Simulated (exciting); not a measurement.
NaCl:

```
Cl Na
1.0
     0.00000    2.79406    2.79406
     2.79406    0.00000    2.79406
     2.79406    2.79406    0.00000
Cl Na
1 1
Direct
  0.50000 0.50000 0.50000
  0.00000 0.00000 0.00000
```

The cell is a database's computed one.

Base run:

* Program: exciting (release sodium)
* Functional: revPBE
* Potentials or basis: all-electron LAPW+lo, shipped species files, valence relativity iora*
* rgkmax: 7.5
* k mesh: 8 × 8 × 8
* Occupations: fermi-dirac, width 0.05 eV
* Spin: no spin polarisation

Its results: band gap on the k mesh 5.52 eV, direct.

Problem. After a change of settings the same cell gave: band gap on the k mesh 4.80 eV, direct. Which change was it?
A. functional from revPBE to PBEsol
B. functional from revPBE to RPBE
C. functional from revPBE to BLYP
D. functional from revPBE to LDA

Solution. D.

Not every run made on this cell is shown here.
